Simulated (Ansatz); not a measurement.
## SnO: from a trial structure to a relaxed crystal

All numbers below come from Ansatz, DFT PBE, scalar-relativistic, plane waves, PAW. Cutoff 420 eV, Γ-centred k mesh, Gaussian smearing, no spin polarisation in the final step.

The start puts SnO on the AuCd (B19) structure type (Pmma, No. 51), with Sn in place of Cd, O in place of Au, at a guessed volume.

```xyz
4
Lattice="4.8441 0.0000 0.0000 0.0000 3.2057 0.0000 0.0000 0.0000 4.9459" Properties=species:S:1:pos:R:3 pbc="T T T"
Sn    3.6331    0.0000    3.3978
Sn    1.2110    0.0000    1.5481
O     3.6331    1.6028    0.9298
O     1.2110    1.6028    4.0161
```

Cell and atoms relax at zero pressure; the relaxation can't lower the symmetry of the start. After a coarse first stage the cell is made exact in the group found at 0.06 Å.

The zero of energy is the elements' standard structures at the same level (O₂ as a molecule); no fitted shifts are applied.

(1) Which crystal results?

(2) What are its volume, energy, density and gap?

Results:

(1) It keeps Pmma (No. 51), but not the shape of the type it started on. Conventional cell: a = 5.936 Å, b = 3.303 Å, c = 3.815 Å. Around Sn lie 2 O at 2.06 Å; around O lie 2 Sn at 2.06 Å.

```xyz
4
Lattice="5.9362 0.0000 0.0000 0.0000 3.3030 0.0000 0.0000 0.0000 3.8150" Properties=species:S:1:pos:R:3 pbc="T T T"
Sn    4.4522    0.0000    2.3416
Sn    1.4841    0.0000    1.4734
O     4.4522    1.6515    3.5705
O     1.4841    1.6515    0.2446
```

(2) The volume per atom is 18.70 Å³, the density is 5.98 g/cm³ and the energy over the elements is -0.85 eV/atom. The gap on the 8×14×12 mesh is 0 eV (a metal).

The final run used a 8×14×12 mesh on its 4-atom cell and 0.10 eV smearing. The k mesh leaves about 4 meV/atom of noise in metals. A structure relaxed within its symmetry needn't be a true minimum.

Closed-shell ions balance this formula, so the missing gap can be the error of a semilocal functional.

Cost: 3 runs of about 3 core-minutes in all, on Intel Xeon 6975P-C (Granite Rapids) (shared hosts).